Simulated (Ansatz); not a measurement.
# GeS: the cost of one run

Program: Ansatz 0.2.0. Level of theory: DFT, PBE, plane-wave PAW, default files, scalar-relativistic. These are calculated values, not measurements.

2 further runs of the same task are left out: 2 that didn't finish.

### Step 1. Starting point

It takes space group Pnma (No. 62, orthorhombic). Conventional cell: a = 10.470 Å, b = 3.641 Å, c = 4.297 Å, α = 90.00°, β = 90.00°, γ = 90.00°. Around Ge (site symmetry m) lie 3 S at 2.44 Å. S (site symmetry m) has 3 Ge at 2.44 Å as nearest neighbours.

Coordinates:

```
Ge S
1.0
    10.47000    0.00000    0.00000
     0.00000    3.64100    0.00000
     0.00000    0.00000    4.29700
Ge S
4 4
Direct
  0.62200 0.25000 0.37300
  0.87800 0.75000 0.87300
  0.12200 0.25000 0.12700
  0.37800 0.75000 0.62700
  0.84910 0.25000 0.50110
  0.65090 0.75000 0.00110
  0.34910 0.25000 0.99890
  0.15090 0.75000 0.49890
```

### Step 2. First run, atoms as given

Input file input.yaml:

```yaml
crystal:
  lattice:
    - [10.47, 0.0, 0.0]
    - [0.0, 3.641, 0.0]
    - [0.0, 0.0, 4.297]
  atoms:
    - { symbol: Ge, position: [0.622, 0.25, 0.373] }
    - { symbol: Ge, position: [0.878, 0.75, 0.873] }
    - { symbol: Ge, position: [0.122, 0.25, 0.127] }
    - { symbol: Ge, position: [0.378, 0.75, 0.627] }
    - { symbol: S, position: [0.8491, 0.25, 0.5011] }
    - { symbol: S, position: [0.6509, 0.75, 0.0011] }
    - { symbol: S, position: [0.3491, 0.25, 0.9989] }
    - { symbol: S, position: [0.1509, 0.75, 0.4989] }
kpoints:
  mp_grid: { grid: [5, 12, 10] }
scf:
  occupations: { method: fermi_dirac, width: 0.02 }
hamiltonian:
  xc: pbe
  pseudopotentials: { kind: paw }
output:
  forces: true
  stress: true
  populations: true
  efg:
    quadrupole_moments_barn: { Ge: -0.196, S: -0.0694 }
    contact_densities: true
  write_density: true
  write_potential: true
  elf: true
  volumetric_format: npy
```

The run is started by

```
ansatz run input.yaml --threads 1 --pin off --max-ram 3072MiB --backend cpu --events-out ev --progress --plain --runs-dir out
```

**Question.** How long does this run take on 1 thread of Intel Xeon Platinum 8259CL at 2.50GHz (Skylake/Cascade Lake), shared host, and how much memory does it need?

About 73 s, with a peak of 0.92 GiB.
